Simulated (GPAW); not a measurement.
Runs of GPAW 26.7.0 on SnO2. The structure is cubic, space group Pa-3 (No. 205). The conventional cell has a = 5.175 Å, b = 5.175 Å, c = 5.175 Å, α = 90.00°, β = 90.00°, γ = 90.00°. Sn (site symmetry -3) is surrounded by 6 O at 2.11 Å. O (site symmetry 3) has 3 Sn at 2.11 Å as nearest neighbours. Measurements of this composition are mostly on another form, of space group No. 136.

| task | level | potentials or basis | k mesh | cutoff (eV) | smearing | response ecut | eta | response k mesh | domega0 | omega2 | gap on the mesh (eV) | pressure (GPa) | largest force (eV/Å) |
| --- | --- | --- | --- | --- | --- | --- | --- | --- | --- | --- | --- | --- | --- |
| optical spectrum | PBEsol | PAW data sets generated in the run's folder for this functional, pw | 3 × 3 × 3 | 600 | fermi-dirac 0.001 eV | 50 eV | 0.1 eV | 3 × 3 × 3 | 0.05 eV | 10 eV | 0.53 | - | - |
| optical spectrum | LDA | the program's PAW data sets (release 1.2.1) made for this functional, pw | 3 × 3 × 3 | 600 | fermi-dirac 0.001 eV | 50 eV | 0.1 eV | 3 × 3 × 3 | 0.05 eV | 10 eV | 0.50 | - | - |
| band structure | LDA | the program's PAW data sets (release 1.2.1) made for this functional, pw | 4 × 4 × 4 | 800 | fermi-dirac 0.05 eV | - | - | - | - | - | 0.49 | (a) | (b) |
| band structure | PBEsol | PAW data sets generated in the run's folder for this functional, pw | 4 × 4 × 4 | 800 | fermi-dirac 0.05 eV | - | - | - | - | - | 0.53 | -8.6 | 0.03 |

Alike in all rows: no spin polarisation; cell as given.

**Question.** Fill in the values left out.

**Answer.** (a) -14.3; (b) 0.05.

Caveats: spin-orbit coupling is left out, which moves the levels of the heavy elements; with so narrow a direct gap the onset needs a denser k mesh (some runs); the long-wavelength limit can be off by a per cent or two (some runs); an odd mesh through Γ misses points on the zone boundary, where band edges often lie (some runs).

A k mesh can miss the band edges, and the runs leave out spin-orbit coupling on Sn.

Not every run made on this cell is shown here.
